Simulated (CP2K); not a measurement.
Runs of CP2K 2026.2 on AlN. It takes space group F-43m (No. 216, cubic). Conventional cell: a = 4.368 Å, b = 4.368 Å, c = 4.368 Å, α = 90.00°, β = 90.00°, γ = 90.00°. Around Al (site symmetry -43m) lie 4 N at 1.89 Å. N (site symmetry -43m) is surrounded by 4 Al at 1.89 Å. Measurements of this composition are mostly on another form, of space group No. 186.

| level | cutoff of the non-local correlation (Ry) | gap on the mesh (eV) | pressure (GPa) |
| --- | --- | --- | --- |
| LDA | - | 3.16 | 3.5 |
| AM05 | - | 3.15 | 3.5 |
| vdW-DF-cx | 300 | 3.31 | 2.8 |
| vdW-DF2 | 300 | 3.91 | (c) |
| MS2 | - | (b) | (a) |

Alike in all rows: task band structure; potentials or basis POTENTIAL_UZH Al GTH-PBE-q3, N GTH-PBE-q5; TZVP-MOLOPT-PBE-GTH basis; no spin polarisation; cell as given; k mesh 10 × 10 × 10; smearing fermi-dirac 0.05 eV.

Question: Fill in the values left out.

Answer: (a) -0.6; (b) 3.77; (c) 5.7.

Caveats: the potentials were made for another functional, which shifts forces and pressure; the basis of atomic orbitals isn't converged, which shifts pressures, moduli and gaps.

Runs at the PBE level aren't shown here.
